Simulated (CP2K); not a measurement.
The system is Ca.

```
Ca
1.0
     3.81429    0.00000    0.00000
    -1.28541    3.59117    0.00000
    -1.26444   -1.79558    3.11863
Ca
1
Direct
  0.50000 0.50000 0.00000
```

This isn't the form of Ca at room conditions, which is fcc.

- Program: CP2K 2026.2
- Task: single point
- Functional: PBE
- Potentials or basis: POTENTIAL_UZH Ca GTH-PBE-q10; TZVP-MOLOPT-PBE-GTH basis
- Density cutoff: 6123 eV
- k mesh: 9 × 9 × 9
- Occupations: fermi-dirac, width 0.05 eV
- Spin: no spin polarisation

On this cell: pressure 0.0 GPa; band gap on the k mesh none (metal or under the smearing width).

The same run follows on a disturbed copy (cell strained at random at fixed volume):

```
Ca
1.0
     3.76855    0.00000    0.00000
    -1.29168    3.60989    0.00000
    -1.28616   -1.82047    3.14011
Ca
1
Direct
  0.50653 0.49482 0.99392
```

**Question.** What changes?

**Answer.** The energy (extrapolated to zero smearing) moves by +0.9 meV/atom; pressure 0.0 GPa; band gap on the k mesh none (metal or under the smearing width).

Stress tensor (GPa, compression positive):
```
 0.30  0.01  0.07
 0.01 -0.16  0.11
 0.07  0.11 -0.17
```

Caveats: the basis of atomic orbitals isn't converged, which shifts pressures, moduli and gaps.
